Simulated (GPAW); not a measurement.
The system is TiO2.

```xyz
6
Lattice="4.5998 0.0000 0.0000 0.0000 4.5998 0.0000 0.0000 0.0000 2.9592" Properties=species:S:1:pos:R:3 pbc="T T T"
Ti    0.0000    0.0000    1.4796
Ti    2.2999    2.2999    0.0000
O     1.3998    1.3998    1.4796
O     0.9001    3.6997    0.0000
O     3.6997    0.9001    0.0000
O     3.2000    3.2000    1.4796
```

The cell is a database's computed one.

Program: GPAW 26.7.0. Alike in all runs: no spin polarisation; cell as given; k mesh 4 × 4 × 6; cutoff (eV) 800; smearing fermi-dirac 0.05 eV.

Task: Order these runs on this cell by their band gap on the k mesh, lowest first.
A. level revPBE; potentials or basis the program's PAW data sets (release 1.2.1) made for this functional, pw; band path GXMGZRAZ,XR,MA; band points 80
B. level TB-mBJ; potentials or basis GPAW PAW data sets for LDA (gpaw-data 1.2.1), pw
C. level r2SCAN; potentials or basis GPAW PAW data sets (gpaw-data 1.2.1), pw; band path GXMGZRAZ,XR,MA; band points 100

Result: A (1.90 eV), C (2.22 eV), B (2.57 eV).

Caveats: a model potential gives levels but no total energy (some runs).

A k mesh can miss the band edges.

Not every run made on this cell is shown here.
